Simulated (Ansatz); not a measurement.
Born–Oppenheimer molecular dynamics of a periodic cell of 12 atoms, N (packed as 6 N2, density as packed 0.62 g/cm³ with natural masses). It starts from a relaxed structure.

Method: Ansatz, DFT PBE, scalar-relativistic, plane waves, PAW. Settings: cutoff 420 eV, k mesh 1x1x1, fermi-dirac smearing 0.05 eV, no spin polarisation.

```json
{"ensemble": "NVT, Langevin thermostat", "time step": "1.5 fs", "steps asked": "300", "set temperature": "250 K", "friction": "0.02 /fs", "seed": "496469"}
```

First frame:

```xyz
12
Lattice="7.6767 0.0000 0.0000 0.0000 7.6767 0.0000 0.0000 0.0000 7.6767" Properties=species:S:1:pos:R:3
N 6.322 6.039 4.788
N 6.816 5.528 5.630
N 2.031 4.026 4.562
N 2.892 4.510 5.052
N 4.314 6.908 1.506
N 4.737 7.448 0.644
N 5.551 1.852 5.295
N 5.006 1.699 4.349
N 0.789 6.516 2.046
N 0.739 6.951 1.035
N 6.681 3.231 8.773
N 5.681 3.612 8.512
```

Q: What does the run give?

A: All steps were run.

```json
{
  "steps done": "300",
  "time covered": "450 fs",
  "mean temperature over the second half": "258 K",
  "spread of the potential energy over the second half": "2.8 meV per atom",
  "mean potential energy of the second half above the start": "8.9 meV per atom"
}
```

A run of 0.45 ps of so small a system gives no equilibrium averages. Limits of this set-up: coarse k mesh.

Q: What happens to the structure?

A: Mean squared displacements from the first frame to the last, about the centre of mass: N 0.65 Å². The details hang on the random start.

Q: How do temperature and energy run in time?

A: 
```tsv
time (fs)	T (K)	potential energy less start (eV)
0.0	229	0.000
15.0	286	0.014
30.0	195	0.056
45.0	257	0.074
60.0	326	0.072
75.0	222	0.061
90.0	279	0.097
105.0	309	0.100
120.0	174	0.092
135.0	226	0.097
150.0	354	0.091
165.0	337	0.071
180.0	257	0.060
195.0	250	0.103
210.0	277	0.114
225.0	229	0.109
240.0	197	0.065
255.0	196	0.098
270.0	195	0.093
285.0	256	0.074
300.0	263	0.120
315.0	263	0.126
330.0	194	0.168
345.0	285	0.086
360.0	310	0.062
375.0	276	0.078
390.0	282	0.077
405.0	317	0.102
420.0	305	0.115
435.0	355	0.116
450.0	266	0.127
```

Run time: 9.2 min on 1 thread of Intel(R) Xeon(R) Platinum 8488C (Sapphire Rapids), on a shared host, peak memory 0.52 GiB.
